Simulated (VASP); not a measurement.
A run of VASP 6.6.1 is set up as follows.

Contents of INCAR:

```
PREC = Accurate
ENCUT = 520
EDIFF = 1E-7
ISMEAR = -1
SIGMA = 0.05
LREAL = Auto
LASPH = True
NELM = 60
ALGO = Fast
ISIF = 2
LWAVE = False
LCHARG = False
GGA = PE
IVDW = 12
NBANDS = 56
```

Contents of KPOINTS:

```
regular mesh
0
Gamma
  1 1 1
```

The input POSCAR:

```
LiH17O9
1.0
    6.3462950000      0.0000000000      0.0000000000
    0.0000000000      6.3462950000      0.0000000000
    0.0000000000      0.0000000000      6.3462950000
O H Li
9 17 1
Direct
    0.7380526748      0.6330937972      0.9469619676
    0.2848748758      0.6260503175      0.1882673276
    0.2813767718      0.0212722541      0.4113581231
   -0.0910767621      0.1988246686      0.7623030445
    0.1660969117      0.8428854946      0.8022948823
    0.7437252759      0.8258361769      0.3602731988
    0.5881226763      1.0311685795      0.9581653547
    0.0230055489      0.3097397773      0.1873061369
    0.6079137513      0.2511859282      0.3163420547
    0.6945942475      0.7955665471      0.9286363146
    0.7720252525      0.5971988381      0.8015227783
    0.2169612349      0.7545347325      0.2458915005
    0.1704143914      0.5048772552      0.2057893621
    0.4040782850      0.1227487849      0.3742498576
    0.2946285983     -0.0146069478      0.5535355668
    0.0244079420      0.1081733515      0.7663368942
   -0.0605550167      0.2800058932      0.8844845693
    0.0686699878      0.7334358078      0.8453436218
    0.2948649566      0.8321075525      0.8916068352
    0.8930249854      0.8174848475      0.3348883088
    0.7228154380      0.9778303719      0.3482977076
    0.5960800751      1.1328499542      1.0956156309
    0.7144483514      1.0826947061      0.8796628584
   -0.1292407617      0.2893656850      0.2322299862
    0.1145707850      0.2349559861      0.2932419624
    0.6565247912      0.2627359743      0.4573692209
    0.5824028035      0.5856330347      0.1890394317
```

Potentials or basis: VASP PAW PBE potentials, release 64 (O, H, Li_sv).

Run with:

```console
$ cat potpaw_PBE.64/O/POTCAR potpaw_PBE.64/H/POTCAR potpaw_PBE.64/Li_sv/POTCAR > POTCAR
$ mpirun -np 1 vasp_gam > vasp.out
```

Problem. Estimate the dispersion energy per atom.

Solution. -0.042 eV.

Problem. What does it give for the largest force?

Solution. 3.127 eV/Å.

Forces in eV/Å, atoms in the order of the input:
```
O    0.166  2.027 -1.305
O   -1.513 -0.698  0.427
O   -0.204  1.371 -2.562
O   -2.000  1.348 -1.118
O    0.920  0.492 -0.002
O    0.174 -0.520  0.254
O    0.095  1.175  1.590
O    0.052 -0.208  0.603
O   -0.111  0.456 -1.344
H    0.085 -1.466  0.898
H   -0.302 -0.446  0.141
H    0.854 -0.268  0.016
H    1.006  1.314 -0.557
H   -0.181 -0.591  0.117
H    0.024 -0.661  2.159
H    2.110 -2.283 -0.332
H    0.232  1.073  1.347
H    0.144 -0.130  0.392
H   -0.917 -0.066 -0.314
H    0.563 -0.320  0.000
H   -0.717  0.431 -0.073
H   -0.252 -1.913 -1.557
H   -0.276  0.175 -0.389
H    0.504  0.155  0.141
H   -0.692 -0.396 -0.459
H    0.470  0.183  1.257
Li  -0.236 -0.234  0.669
```
